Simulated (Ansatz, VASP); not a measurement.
Pd in VASP and in Ansatz

```
Pd
1.0
     0.00000    1.94490    1.85738
     1.94490    0.00000    1.85738
     1.94490    1.94490    0.00000
Pd
1
Cartesian
  0.0000 0.0000 0.0000
```

Change from the starting cell: strain -0.0450 x Voigt [0, 0, 1, 0, 0, 0], atoms carried along.

Alike in both runs: task single point; functional LDA; k mesh 20 × 20 × 20; occupations gaussian, width 0.15 eV; no spin polarisation.

```csv
,VASP,Ansatz
version,VASP 6.6.1,Ansatz 0.2.0
potentials or method,"VASP PAW LDA potentials, release 64 (Pd)","scalar-relativistic, plane waves, PAW"
plane-wave cutoff (eV),520,420
valence electrons in the cell,10,18
```

```tsv
	VASP	Ansatz	Ansatz less VASP
gap on the k mesh at the Fermi level (eV)	none	none	-
pressure (GPa)	2.1	1.8	-0.29
largest component of the traceless stress (GPa)	1.71	1.73	+0.022
```

A gap of «none» marks a metal or a gap that the smearing closes. The two sets of potentials don't hold the same shells in valence.
